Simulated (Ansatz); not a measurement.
Runs of Ansatz 0.2.0 on GaP. It takes space group F-43m (No. 216, cubic). Conventional cell: a = 5.451 Å, b = 5.451 Å, c = 5.451 Å, α = 90.00°, β = 90.00°, γ = 90.00°. Ga (site symmetry -43m) is surrounded by 4 P at 2.36 Å. Around P (site symmetry -43m) lie 4 Ga at 2.36 Å. 

```tsv
task	level	potentials or basis	spin	cell	k mesh	cutoff (eV)	gap on the mesh (eV)	pressure (GPa)	relaxed volume (Å³/atom)
relaxation of cell and atoms	PBEsol	all-electron LAPW, scalar-relativistic	off	relaxed	8 × 8 × 8	-	1.50	0.0	20.10
relaxation of cell and atoms	PBE	all-electron LAPW, scalar-relativistic	off	relaxed	8 × 8 × 8	-	1.59	0.0	20.85
relaxation of cell and atoms	revPBE	all-electron LAPW, scalar-relativistic	off	relaxed	8 × 8 × 8	-	1.53	0.0	21.26
band structure	PBEsol	all-electron LAPW, relativistic spinors	SOC, no magnetisation	as given	6 × 6 × 6	278	1.48	(b)	-
relaxation of cell and atoms	LDA	all-electron LAPW, scalar-relativistic	off	relaxed	8 × 8 × 8	-	(a)	0.0	19.59
relaxation of cell and atoms	PBEsol	all-electron LAPW, relativistic spinors	SOC, no magnetisation	relaxed	6 × 6 × 6	-	1.47	0.0	20.11
relaxation of cell and atoms	PBEsol	all-electron LAPW, scalar-relativistic	off	relaxed	6 × 6 × 6	-	1.50	0.0	20.11
relaxation of cell and atoms	RPBE	all-electron LAPW, scalar-relativistic	off	relaxed	8 × 8 × 8	-	1.50	0.0	21.42
band structure	PBEsol	all-electron LAPW, scalar-relativistic	off	as given	6 × 6 × 6	278	1.51	(c)	-
relaxation of cell and atoms	BLYP	all-electron LAPW, scalar-relativistic	off	relaxed	8 × 8 × 8	-	1.03	0.0	21.94
```

Alike in all rows: smearing fermi-dirac 0.05 eV; basis error allowed 0.001 eV/atom.

Task: Estimate the missing entries.

Result: (a) 1.43; (b) -0.6; (c) -0.5.

A k mesh can miss the band edges, and rows without SOC leave out spin-orbit coupling on Ga.
